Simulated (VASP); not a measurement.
Here is a VASP 6.6.1 calculation.

INCAR

```
SYSTEM = SiC
ALGO = Fast
EDIFF = 1E-7
EDIFFG = -0.01
ENCUT = 600
IBRION = 2
ISIF = 3
ISMEAR = -1
KPAR = 4
LASPH = .True.
LCHARG = .False.
LREAL = .False.
LWAVE = .False.
NELM = 80
NSW = 60
PREC = Accurate
SIGMA = 0.05
```

KPOINTS

```
k-points
0
Gamma
  10 10 3
  0 0 0
```

Contents of POSCAR:

```
SiC
1.0
    3.0800000000      0.0000000000      0.0000000000
   -1.5400000000      2.6673582437      0.0000000000
    0.0000000000      0.0000000000     10.0800000000
Si C
4 4
Direct
    0.0000000000      0.0000000000      0.0000000000
    0.3333333333      0.6666666667      0.2500000000
    0.6666666667      0.3333333333      0.5000000000
    0.3333333333      0.6666666667      0.7500000000
    0.0000000000      0.0000000000      0.1875000000
    0.3333333333      0.6666666667      0.4375000000
    0.6666666667      0.3333333333      0.6875000000
    0.3333333333      0.6666666667      0.9375000000
```

Potentials or basis: VASP PAW LDA potentials, release 64 (Si, C).

The run is started by

```console
$ cat potpaw_LDA.64/Si/POTCAR potpaw_LDA.64/C/POTCAR > POTCAR
$ mpirun -np 4 vasp_std > vasp.out
```

Question: Estimate the relaxed volume.

Answer: 10.15 Å³/atom.

Question: Estimate the band gap on the k mesh.

Answer: 2.17 eV, indirect (least direct gap 3.30 eV).

Question: Estimate the relaxed cell.

Answer: a = 3.059 Å, b = 3.059 Å, c = 10.015 Å, α = 90.00°, β = 90.00°, γ = 120.00°.

Final structure:
```
CELL_PARAMETERS angstrom
3.05909 0.00000 0.00000
-1.52954 2.64925 0.00000
0.00000 0.00000 10.01471
ATOMIC_POSITIONS crystal
Si 0.00000 0.00000 0.99992
Si 0.33333 0.66667 0.24986
Si 0.66667 0.33333 0.49992
Si 0.33333 0.66667 0.74986
C 0.00000 0.00000 0.18793
C 0.33333 0.66667 0.43729
C 0.66667 0.33333 0.68793
C 0.33333 0.66667 0.93729
```

Caveat: an odd mesh through Γ misses points on the zone boundary, where band edges often lie. Expect the measured gap to be larger: semilocal functionals such as LDA lack the derivative discontinuity.
